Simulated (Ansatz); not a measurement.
# TiSi under changes of volume

One of the cells (14.630 Å³/atom); the others are scaled copies at fixed shape and fractional positions:

```
Ti Si
1.0
     1.81618   -2.11762    0.00000
     1.81618    2.11762    0.00000
     0.00000    0.00000    3.80393
Ti Si
1 1
Direct
  0.50000 0.50000 0.00000
  0.00000 0.00000 0.50000
```

The cell comes from a database or a generator and needn't be the stable form of this composition.

```yaml
Program: Ansatz 0.2.0
Functional: HSE06
Potentials_or_basis: Ansatz PAW
Cutoff: "420 eV (not typed: the program's choice for these potentials)"
k_mesh: 6 × 6 × 4
Occupations: fermi-dirac, width 0.05 eV
Spin: no spin polarisation
```

| volume (Å³/atom) | energy over the lowest point (meV/atom) | pressure (GPa) |
| --- | --- | --- |
| 13.752 | 14.38 | 7.4 |
| 14.045 | 4.09 | 3.9 |
| 14.337 | 0.00 | 0.6 |
| 14.630 | 1.54 | -2.3 |
| 14.922 | 8.15 | -4.9 |
| 15.215 | ? | ? |
| 15.508 | 34.67 | -9.4 |

Problem. What does the run at 15.215 Å³/atom give?

Solution. Energy over the lowest point 19.34 meV/atom; pressure -7.3 GPa.

Worked out: A Birch-Murnaghan fit of order 3 (a polynomial in V^(-2/3)) to the other rows has its minimum at 14.40 Å³/atom with B0 = V·E''(V) = 148 GPa and B' = 4.0 at fixed shape and positions, which overstates the stiffness. It gives 19.33 meV/atom at 15.215 Å³/atom, against the run's 19.34, and -dE/dV = -7.3 GPa, against -7.3.

Energies are extrapolated to zero smearing.

Caveats: all runs use coarse meshes; the PAW data sets come from PBE, with cores solved anew for the run's functional, which leaves a small shift of forces and pressure; the thresholds are loose for stress.
